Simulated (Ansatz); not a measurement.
AgBr, DFT, PBE, PAW with Ansatz's default frozen-core files, scalar-relativistic (Ansatz 0.2.0), run on 1 thread of Arm Neoverse V1 on a shared host.

The cell is COD entry 9011682, as deposited and not checked against the literature; nothing was relaxed.

Command: `ansatz run input.yaml --threads 1 --pin off --max-ram 2048MiB --backend cpu --events-out ev --progress --plain --runs-dir out`

```yaml
crystal:
  lattice:
    - [0.0, 2.88605, 2.88605]
    - [2.88605, 0.0, 2.88605]
    - [2.88605, 2.88605, 0.0]
  atoms:
    - { symbol: Ag, position: [0.5, 0.5, 0.5] }
    - { symbol: Br, position: [0.0, 0.0, 0.0] }
kpoints:
  mp_grid: { grid: [7, 7, 7] }
  band_path:
    path:
      - [0.0, 0.0, 0.0]
      - [0.5, 0.0, 0.5]
      - [0.625, 0.25, 0.625]
      - [0.375, 0.375, 0.75]
      - [0.0, 0.0, 0.0]
      - [0.5, 0.5, 0.5]
      - [0.5, 0.25, 0.75]
      - [0.5, 0.0, 0.5]
    npoints: 14
scf:
  occupations: { method: fermi_dirac, width: 0.02 }
hamiltonian:
  xc: pbe
  pseudopotentials: { kind: paw }
output:
  forces: true
  stress: true
  eigenvalues: true
  efg: { contact_densities: true }
  populations: true
  bader: true
  dos: { projected: true, de: 0.2, e_range: [-14, 8] }
  write_density: true
  write_potential: true
  elf: true
  volumetric_format: npy
```

**Question.** How large is the problem that the program sets up?

**Answer.** 20 irreducible k-points, 941 plane waves at Γ, 17 bands.

**Question.** About how long does it take, and how much memory does it use?

**Answer.** 11 s of wall time for 6 SCF iterations, with a peak of 0.34 GiB. Times on shared machines scatter by tens of per cent.

**Question.** And the same cell and mesh by all-electron LAPW, asked for forces, stress, eigenvalues, populations, dos and the same band path, on the same hardware?

**Answer.** 16 s, peak memory 0.29 GiB.

**Question.** And the same cell and mesh by crystal-made all-electron datasets, asked for forces, stress, eigenvalues, efg and the same band path, on the same hardware?

**Answer.** 10 s, peak memory 0.41 GiB.
